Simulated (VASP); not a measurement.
# Au (P6_3/mmc) in VASP: electric field gradients with PBE

Aim: the electric field gradients of Au with PBE.

Everything below comes from runs of VASP 6.6.1. Logs are shortened: lines on timing, memory, paths and dates and some standing lists are left out, and cuts for length are marked.

## Step 1: The undisturbed crystal

It takes space group P6_3/mmc (No. 194, hexagonal). The conventional cell has a = 2.900 Å, b = 2.900 Å, c = 4.880 Å, α = 90.00°, β = 90.00°, γ = 120.00°. Around Au (site symmetry -6m2) lie 12 Au at 2.90 to 2.96 Å.

This isn't the form of Au at room conditions, which is fcc.

## Step 2: Electric field gradients, PBE (atom 1 (Au) moved by [0.05, 0.0, 0.0] A, PAW files)

Input file INCAR:

```
SYSTEM = Au
PREC     = Accurate       ! precision mode
ENCUT    = 520            ! plane-wave cutoff, eV
EDIFF    = 1E-8           ! SCF threshold, eV
ISMEAR   = -1             ! smearing method
SIGMA    = 0.03           ! smearing width, eV
LREAL    = .FALSE.        ! projectors in reciprocal space
LASPH    = .TRUE.         ! aspherical terms in the spheres
NELM     = 100            ! most SCF steps
ALGO     = Fast           ! electronic algorithm
ISIF     = 2              ! what is computed and relaxed
LWAVE    = .FALSE.        ! write WAVECAR
LCHARG   = .FALSE.        ! write CHGCAR
GGA      = PE             ! functional
LEFG     = .TRUE.       
NBANDS   = 18             ! bands
```

Input file KPOINTS:

```
regular mesh
0
G
  14 14 8
  0 0 0
```

Input file POSCAR:

```
Au
1.0
    2.8999984104      0.0000000000      0.0000000000
   -1.4499992052      2.5114722944      0.0000000000
    0.0000000000      0.0000000000      4.8800000000
Au
2
Direct
    0.3505747221      0.6666666667      0.7500000000
    0.6666666667      0.3333333333      0.2500000000
```

Potentials or basis: VASP PAW PBE potentials, release 64 (Au).

Launch:

```
> cat potpaw_PBE.64/Au/POTCAR > POTCAR
> mpirun -np 1 vasp_std > vasp.out
```

OUTCAR:

```text
SYSTEM = Au
   PREC = Accurate
   ENCUT = 520
   EDIFF = 1E-8
   ISMEAR = -1
   LREAL = .FALSE.
   LASPH = .TRUE.
   NELM = 100
   ISIF = 2
   GGA = PE

 ion  position               nearest neighbor table
   1  0.351  0.667  0.750-   2 2.94   2 2.94   2 2.96   2 2.96   2 2.98   2 2.98
   2  0.667  0.333  0.250-   1 2.94   1 2.94   1 2.96   1 2.96   1 2.98   1 2.98

  LATTYP: Found a hexagonal cell.
 ALAT       =     2.8999984104
 C/A-ratio  =     1.6827595431

  Lattice vectors:

 A1 = (   2.8999984104,   0.0000000000,   0.0000000000)
 A2 = (  -1.4499992052,   2.5114722944,   0.0000000000)
 A3 = (   0.0000000000,   0.0000000000,   4.8800000000)

Analysis of symmetry for initial positions (statically):
=====================================================================
 Subroutine PRICEL returns:
 Original cell was already a primitive cell.

 Routine SETGRP: Setting up the symmetry group for a
 hexagonal supercell.

 Subroutine GETGRP returns: Found  4 space group operations
 (whereof  1 operations were pure point group operations)
 out of a pool of 24 trial point group operations.

The static configuration has the point symmetry C_1 .
 The point group associated with its full space group is C_2h.

Analysis of symmetry for dynamics (positions and initial velocities):
=====================================================================
 Subroutine PRICEL returns:
 Original cell was already a primitive cell.

 Routine SETGRP: Setting up the symmetry group for a
 hexagonal supercell.

 Subroutine GETGRP returns: Found  4 space group operations
 (whereof  1 operations were pure point group operations)
 out of a pool of 24 trial point group operations.

The dynamic configuration has the point symmetry C_1 .
 The point group associated with its full space group is C_2h.

 Subroutine INISYM returns: Found  4 space group operations
 (whereof  1 operations are pure point group operations),
 and found     1 'primitive' translations

----------------------------------------------------------------------------------------

                                     Primitive cell

  volume of cell :      35.5423

  direct lattice vectors                    reciprocal lattice vectors
     2.899998410  0.000000000  0.000000000     0.344827775  0.199086409  0.000000000
    -1.449999205  2.511472294  0.000000000     0.000000000  0.398172818  0.000000000
     0.000000000  0.000000000  4.880000000     0.000000000  0.000000000  0.204918033

  length of vectors
     2.899998410  2.899998410  4.880000000     0.398172818  0.398172818  0.204918033

  position of ions in fractional coordinates (direct lattice)
     0.350574722  0.666666667  0.750000000
     0.666666667  0.333333333  0.250000000

  ion indices of the primitive-cell ions
   primitive index   ion index
                 1           1
                 2           2

----------------------------------------------------------------------------------------

 KPOINTS: regular mesh

Automatic generation of k-mesh.
 Grid dimensions read from file:
 generate k-points for:   14   14    8

 Generating k-lattice:

  Cartesian coordinates                     Fractional coordinates (reciprocal lattice)
     0.024630555  0.014220458  0.000000000     0.071428571  0.000000000  0.000000000
     0.000000000  0.028440916  0.000000000     0.000000000  0.071428571  0.000000000
     0.000000000  0.000000000  0.025614754     0.000000000  0.000000000  0.125000000

  Length of vectors
     0.028440916  0.028440916  0.025614754

  Shift w.r.t. Gamma in fractional coordinates (k-lattice)
     0.000000000  0.000000000  0.000000000

 Subroutine IBZKPT returns following result:
 ===========================================

 Found    500 irreducible k-points:

 Following reciprocal coordinates:
            Coordinates               Weight
  0.000000  0.000000  0.000000      1.000000
  0.071429 -0.000000  0.000000      2.000000
  0.000000  0.071429  0.000000      2.000000
 -0.071429  0.071429  0.000000      2.000000
  0.142857  0.000000  0.000000      2.000000
  0.000000  0.142857  0.000000      2.000000
[... 16 lines left out ...]
  0.071429  0.071429  0.000000      2.000000
 -0.071429  0.142857  0.000000      2.000000
 [... further k-points ...]
   k-points           NKPTS =    500   k-points in BZ     NKDIM =    500   number of bands    NBANDS=     18
   number of dos      NEDOS =    301   number of ions     NIONS =      2
   total plane-waves  NPLWV =  20736
   dimension x,y,z NGX =    24 NGY =   24 NGZ =   36
   dimension x,y,z NGXF=    48 NGYF=   48 NGZF=   72
   ions per type =               2
   NGX,Y,Z   is equivalent  to a cutoff of  13.76, 13.76, 12.26 a.u.
   NGXF,Y,Z  is equivalent  to a cutoff of  27.52, 27.52, 24.53 a.u.
 SYSTEM =  Au
   PREC   = accura    normal or accurate (medium, high low for compatibility)
   ISTART =      0    job   : 0-new  1-cont  2-samecut
   ICHARG =      2    charge: 1-file 2-atom 10-const
   ISPIN  =      1    spin polarized calculation?
   LNONCOLLINEAR =      F non collinear calculations
   LSORBIT =      F    spin-orbit coupling
   LASPH  =      T    aspherical Exc in radial PAW
   ENCUT  =  520.0 eV  38.22 Ry    6.18 a.u.   5.39  5.39  9.07*2*pi/ulx,y,z
   NELM   =    100;   NELMIN=  2; NELMDL= -5     # of ELM steps
   EDIFF  = 0.1E-07   stopping-criterion for ELM
   LREAL  =      F    real-space projection
   EDIFFG = 0.1E-06   stopping-criterion for IOM
   NSW    =      0    number of steps for IOM
   IBRION =     -1    ionic relax: 0-MD 1-quasi-New 2-CG
   NFREE  =      0    steps in history (QN), initial steepest desc. (CG)
   ISIF   =      2    stress and relaxation
   ISYM   =      2    0-nonsym 1-usesym 2-fastsym
   POTIM  = 0.5000    time-step for ionic-motion
   TEBEG  =    0.0;   TEEND  =   0.0 temperature during run
   PSTRESS=    0.0 pullay stress
   NELECT =      22.0000    total number of electrons
   NUPDOWN=      -1.0000    fix difference up-down
   EMIN   =  10.00;   EMAX   =-10.00  energy-range for DOS
   EFERMI =   0.00;   METHOD = LEGACY
   ISMEAR =    -1;   SIGMA  =   0.03  broadening in eV -4-tet -1-fermi 0-gaus
   EFERMI_NEDOS =   21; number of points for ismear=-14 and -15
   IALGO  =     68    algorithm
   IMIX   =      4    mixing-type and parameters
     AMIX     =   0.40;   BMIX     =  1.00
     AMIX_MAG =   1.60;   BMIX_MAG =  1.00
  volume/ion in A,a.u.               =      17.77       119.93
  Fermi-wavevector in a.u.,A,eV,Ry     =   1.395191  2.636529 26.484537  1.946559
  Thomas-Fermi vector in A             =   2.518667
   LORBIT       =      0    0 simple, 1 ext, 2 COOP (PROOUT), +10 PAW based schemes
   GGA     = PE    functional components
   LHFCALC =     F    Hartree Fock is set to
   AEXX    =    0.0000 exact exchange contribution
   IVDW    =     0    specifies the selected vdW correction
   LEPSILON=     F    determine dielectric tensor
   LRPA    =     F    only Hartree local field effects (RPA)
 non-spin polarized calculation
 RMM-DIIS sequential band-by-band and
  energy-cutoff  :      520.00
  volume of cell :       35.54
 maximum number of plane-waves:       984
 NGX is ok and might be reduce to    24
   NGX = 11   NGY = 11   NGZ = 19

 number of electron      22.0000000 magnetization

 Free energy of the ion-electron system (eV)
  ---------------------------------------------------
  ext. energy  EPLUGINS =         0.00000000
  ---------------------------------------------------
  free energy    TOTEN  =        -6.41685687 eV

  energy without entropy =       -6.41307080  energy(sigma->0) =       -6.41496383

 E-fermi :   8.7783     XC(G=0): -12.4653

 val. band max:        8.7774388767   @ k =   0.3571   0.1429   0.2500
 cond. band min:       8.7955051361   @ k =  -0.2857   0.5000  -0.2500
 fundamental gap:      0.0180662594
 Fermi energy:         8.7782546232

 k-point     1 :       0.0000    0.0000    0.0000
  band No.  band energies     occupation
      1      -0.6309      2.00000
      2       1.7589      2.00000
      3       4.1324      2.00000
      4       4.4017      2.00000
      5       4.4299      2.00000
      6       4.6850      2.00000
[... 10 lines left out ...]
     17      26.7623      0.00000
     18      27.0843      0.00000

 k-point     2 :       0.0714   -0.0000    0.0000
  band No.  band energies     occupation
      1      -0.4747      2.00000
      2       1.8862      2.00000
      3       4.0925      2.00000
      4       4.4643      2.00000
      5       4.5062      2.00000
      6       4.6302      2.00000
[... 10 lines left out ...]
     17      25.9806      0.00000
     18      26.5838      0.00000
[... 442 lines left out ...]
 k-point    24 :      -0.0714    0.1429    0.0000
  band No.  band energies     occupation
      1      -0.1677      2.00000
      2       2.1312      2.00000
      3       3.9713      2.00000
      4       4.5213      2.00000
      5       4.5705      2.00000
      6       4.7330      2.00000
[... 10 lines left out ...]
     17      25.8740      0.00000
     18      26.5160      0.00000

 [... further k-points ...]
[... 5 lines left out ...]
  --------------------------------------------------------------------------------------
  -------------------------------------------------------------------------------------
  Total        0.4395757      0.4310714      0.3089354     -0.0130591      0.0000000      0.0000000
  in kB       19.8151931     19.4318339     13.9261872     -0.5886771      0.0000000      0.0000000
  external PRESSURE =      17.7244047 kB  Pullay stress =       0.0000000 kB

 VOLUME and BASIS-vectors are now :
 -----------------------------------------------------------------------------
  energy-cutoff  :      520.00
  volume of cell :       35.54
      direct lattice vectors                 reciprocal lattice vectors
     2.899998410  0.000000000  0.000000000     0.344827775  0.199086409  0.000000000
    -1.449999205  2.511472294  0.000000000     0.000000000  0.398172818  0.000000000
     0.000000000  0.000000000  4.880000000     0.000000000  0.000000000  0.204918033

 POSITION                                       TOTAL-FORCE (eV/Angst)
 -----------------------------------------------------------------------------------
      0.05000      1.67431      3.66000        -0.018527      0.004913     -0.000000
      1.45000      0.83716      1.22000         0.018527     -0.004913      0.000000
 -----------------------------------------------------------------------------------
    total drift:                               -0.000006     -0.000000     -0.000000

  FREE ENERGIE OF THE ION-ELECTRON SYSTEM (eV)
  ---------------------------------------------------
  free  energy   TOTEN  =        -6.4168568736 eV

  energy  without entropy=       -6.4130707952  energy(sigma->0) =       -6.41496383

 Electric field gradients (V/A^2)
---------------------------------------------------------------------
 ion       V_xx      V_yy      V_zz      V_xy      V_xz      V_yz
---------------------------------------------------------------------
   1     -11.058   -10.192    21.250     1.345     0.000    -0.000
   2     -11.058   -10.192    21.250     1.345     0.000    -0.000
---------------------------------------------------------------------

 Electric field gradients after diagonalization (V/A^2)
 (convention: |V_zz| > |V_xx| > |V_yy|)
----------------------------------------------------------------------
 ion       V_xx      V_yy      V_zz     asymmetry (V_yy - V_xx)/ V_zz
----------------------------------------------------------------------
   1     -12.038    -9.212    21.250       0.133
   2     -12.038    -9.213    21.250       0.133
----------------------------------------------------------------------

           NMR quadrupolar parameters

 Cq : quadrupolar parameter    Cq=e*Q*V_zz/h
 eta: asymmetry parameters     (V_yy - V_xx)/ V_zz
 Q  : nuclear electric quadrupole moment in mb (millibarn)
----------------------------------------------------------------------
 ion       Cq(MHz)       eta       Q (mb)
----------------------------------------------------------------------
   1       0.051       0.133       1.000
   2       0.051       0.133       1.000
----------------------------------------------------------------------
```

It took 2.9 min on 1 thread of AMD EPYC 9R45 (Zen 5), shared host; peak memory 0.34 GiB.

What came out:

```yaml
Free_energy: -6.4169 eV
Pressure: 1.8 GPa
Largest_force: 0.019 eV/Å
Band_gap_on_the_k_mesh: none (metal or under the smearing width)
```

Forces on the atoms (eV/Å):
```
Au  -0.019  0.005  0.000
Au   0.019 -0.005  0.000
```

Stress tensor (GPa, compression positive):
```
 1.98 -0.06  0.00
-0.06  1.94  0.00
 0.00  0.00  1.39
```

Electric field gradients, principal values (V/Å²):
```
atom     Vxx      Vyy     Vzz
1 Au  -9.212  -12.038  21.250
2 Au  -9.213  -12.038  21.250
```

Spin-orbit coupling is left out, which matters for the levels of Au.
